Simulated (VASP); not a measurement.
# Si (Fd-3m) in VASP: a series of runs, part 2 of 2

VASP 6.6.1. Earlier steps stand in the parts before.

## Step 3: Electric field gradients, LDA

INCAR

```
SYSTEM = Si
PREC = Accurate ; ENCUT = 520
EDIFF = 1E-8 ; ISMEAR = -1
SIGMA = 0.02 ; LREAL = .FALSE.
LASPH = .TRUE. ; NELM = 80
ALGO = Normal ; ISIF = 2
LWAVE = .FALSE. ; LCHARG = .FALSE.
LEFG = .TRUE. ; NBANDS = 11
```

KPOINTS

```
Automatic mesh
0
G
  10 10 10
  0 0 0
```

POSCAR

```
Si
1.0
    0.0000000000      2.7218511865      2.7218511865
    2.7218511865      0.0000000000      2.7218511865
    2.7218511865      2.7218511865      0.0000000000
Si
2
Direct
    0.7500000000      0.7500000000      0.7500000000
    0.5000000000      0.5000000000      0.5000000000
```

Potentials or basis: VASP PAW LDA potentials, release 64 (Si).

Command:

```console
cat potpaw_LDA.64/Si/POTCAR > POTCAR
mpirun -np 1 vasp_std > vasp.out
```

OUTCAR:

```text
SYSTEM = Si
   PREC = Accurate
   ENCUT = 520
   EDIFF = 1E-8
   ISMEAR = -1
   LREAL = .FALSE.
   LASPH = .TRUE.
   NELM = 80
   ISIF = 2

 ion  position               nearest neighbor table
   1  0.750  0.750  0.750-   2 2.36   2 2.36   2 2.36   2 2.36
   2  0.500  0.500  0.500-   1 2.36   1 2.36   1 2.36   1 2.36

  LATTYP: Found a face centered cubic cell.
 ALAT       =     5.4437023730

  Lattice vectors:

 A1 = (   0.0000000000,   2.7218511865,   2.7218511865)
 A2 = (   2.7218511865,   0.0000000000,   2.7218511865)
 A3 = (   2.7218511865,   2.7218511865,   0.0000000000)

Analysis of symmetry for initial positions (statically):
=====================================================================
 Subroutine PRICEL returns:
 Original cell was already a primitive cell.

 Routine SETGRP: Setting up the symmetry group for a
 face centered cubic supercell.

 Subroutine GETGRP returns: Found 48 space group operations
 (whereof 24 operations were pure point group operations)
 out of a pool of 48 trial point group operations.

The static configuration has the point symmetry T_d .
 The point group associated with its full space group is O_h .

Analysis of symmetry for dynamics (positions and initial velocities):
=====================================================================
 Subroutine PRICEL returns:
 Original cell was already a primitive cell.

 Routine SETGRP: Setting up the symmetry group for a
 face centered cubic supercell.

 Subroutine GETGRP returns: Found 48 space group operations
 (whereof 24 operations were pure point group operations)
 out of a pool of 48 trial point group operations.

The dynamic configuration has the point symmetry T_d .
[... 165 lines left out ...]
      8       8.8241      0.00000
      9      13.3439      0.00000
     10      13.4206      0.00000
     11      13.4206      0.00000
[... 309 lines left out ...]
 k-point    24 :       0.4000    0.3000    0.0000
  band No.  band energies     occupation
      1      -4.0624      2.00000
      2       0.2823      2.00000
      3       2.8483      2.00000
      4       3.2776      2.00000
      5       6.6613      0.00000
      6       7.8499      0.00000
      7      12.5331      0.00000
      8      12.6774      0.00000
      9      16.1341      0.00000
     10      16.2265      0.00000
     11      17.6358      0.00000

 [... further k-points ...]
[... 5 lines left out ...]
  --------------------------------------------------------------------------------------
  -------------------------------------------------------------------------------------
  Total       -0.5244981     -0.5244981     -0.5244981      0.0000000     -0.0000000      0.0000000
  in kB      -20.8368174    -20.8368174    -20.8368174      0.0000000     -0.0000000      0.0000000
  external PRESSURE =     -20.8368174 kB  Pullay stress =       0.0000000 kB

 VOLUME and BASIS-vectors are now :
 -----------------------------------------------------------------------------
  energy-cutoff  :      520.00
  volume of cell :       40.33
      direct lattice vectors                 reciprocal lattice vectors
     0.000000000  2.721851186  2.721851186    -0.183698507  0.183698507  0.183698507
     2.721851186  0.000000000  2.721851186     0.183698507 -0.183698507  0.183698507
     2.721851186  2.721851186  0.000000000     0.183698507  0.183698507 -0.183698507

 POSITION                                       TOTAL-FORCE (eV/Angst)
 -----------------------------------------------------------------------------------
      4.08278      4.08278      4.08278        -0.000000      0.000000      0.000000
      2.72185      2.72185      2.72185         0.000000     -0.000000     -0.000000
 -----------------------------------------------------------------------------------
    total drift:                                0.000000     -0.000000     -0.000000

  FREE ENERGIE OF THE ION-ELECTRON SYSTEM (eV)
  ---------------------------------------------------
  free  energy   TOTEN  =       -11.9131878803 eV

  energy  without entropy=      -11.9131878590  energy(sigma->0) =      -11.91318787

 Electric field gradients (V/A^2)
---------------------------------------------------------------------
 ion       V_xx      V_yy      V_zz      V_xy      V_xz      V_yz
---------------------------------------------------------------------
   1       0.000    -0.000     0.000     0.000     0.000     0.000
   2      -0.000    -0.000     0.000     0.000     0.000     0.000
---------------------------------------------------------------------

 Electric field gradients after diagonalization (V/A^2)
 (convention: |V_zz| > |V_xx| > |V_yy|)
----------------------------------------------------------------------
 ion       V_xx      V_yy      V_zz     asymmetry (V_yy - V_xx)/ V_zz
----------------------------------------------------------------------
   1      -0.000    -0.000     0.000       0.000
   2      -0.000    -0.000     0.000       0.000
----------------------------------------------------------------------

           NMR quadrupolar parameters

 Cq : quadrupolar parameter    Cq=e*Q*V_zz/h
 eta: asymmetry parameters     (V_yy - V_xx)/ V_zz
 Q  : nuclear electric quadrupole moment in mb (millibarn)
----------------------------------------------------------------------
 ion       Cq(MHz)       eta       Q (mb)
----------------------------------------------------------------------
   1       0.000       0.000       1.000
   2       0.000       0.000       1.000
----------------------------------------------------------------------
```

stdout:

```text
POSCAR found type information on POSCAR Si
 POSCAR found :  1 types and       2 ions
 scaLAPACK will be used
 LDA part: xc-table for (Slater(with rela. corr.)+CA(PZ))
 , standard interpolation
 POSCAR, INCAR and KPOINTS ok, starting setup
 FFT: planning ... GRIDC
 FFT: planning ... GRID_SOFT
 FFT: planning ... GRID
 WAVECAR not read
 entering main loop
ion   1

ion   2
```

It took 26 s on 1 thread of Intel Xeon Platinum 8488C (Sapphire Rapids), shared host; peak memory 0.14 GiB.

Results:

- Free energy: -11.9132 eV
- Pressure: -2.1 GPa
- Band gap on the k mesh: 0.49 eV, indirect (least direct gap 2.52 eV)

Electric field gradients, principal values (V/Å²):
```csv
atom,Vxx,Vyy,Vzz
1 Si,0.000,0.000,0.000
2 Si,0.000,0.000,0.000
```
